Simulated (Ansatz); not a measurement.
# Sc (beta tin type): the cost of one run

Method: DFT PBE, with the methods named in each step, in Ansatz 0.2.0.

1 further run of the same task is left out (it didn't finish). Runs told in other sessions of the task aren't counted.

## Step 1: Starting point

The structure is tetragonal, space group I4_1/amd (No. 141). Conventional cell: a = 5.644 Å, b = 5.644 Å, c = 3.109 Å, α = 90.00°, β = 90.00°, γ = 90.00°. Sc (site symmetry -4m2) has 6 Sc at 2.93 to 3.11 Å in its first shell of neighbours.

As a file:

```
Sc
1.0
    -2.82222    2.82222    1.55447
     2.82222   -2.82222    1.55447
     2.82222    2.82222   -1.55447
Sc
2
Direct
  0.62500 0.87500 0.75000
  0.37500 0.12500 0.25000
```

Whether this phase is the stable one at these pressures isn't tested.

Atoms are numbered in the order of the input: Sc1, Sc2.

## Step 2: The reference volume, LAPW

Contents of input.yaml:

```yaml
crystal:
  lattice:
    - [-2.8222155172, 2.8222155172, 1.5544685757]
    - [2.8222155172, -2.8222155172, 1.5544685757]
    - [2.8222155172, 2.8222155172, -1.5544685757]
  atoms:
    - { symbol: Sc, position: [-0.375, -0.125, -0.25] }
    - { symbol: Sc, position: [0.375, 0.125, 0.25] }
kpoints:
  mp_grid: { grid: [14, 14, 14] }
  band_path:
    path:
      - [0.0, 0.0, 0.0]
      - [0.0, 0.0, 0.5]
      - [-0.5, 0.5, 0.5]
      - [0.0, 0.0, 0.0]
      - [0.3258444056, 0.3258444056, -0.3258444056]
      - [-0.3258444056, 0.6741555944, 0.3258444056]
      - [-0.5, 0.5, 0.5]
      - [0.0, 0.0, 0.5]
      - [0.25, 0.25, 0.25]
    npoints: 14
scf:
  occupations: { method: fermi_dirac, width: 0.08 }
hamiltonian:
  xc: pbe
  pseudopotentials: { kind: all_electron, lapw: { basis_error: 0.001 } }
output:
  forces: true
  stress: true
  eigenvalues: true
  populations: true
  dos: { projected: true, de: 0.2, e_range: [-14, 8] }
```

Run with:

```
$ ansatz run input.yaml --threads 1 --pin off --max-ram 2048MiB --backend cpu --events-out ev --progress --plain --runs-dir out
```

What time and memory should one allow on 1 thread of Arm Neoverse V2, shared host?

About 37 s, with a peak of 0.51 GiB.
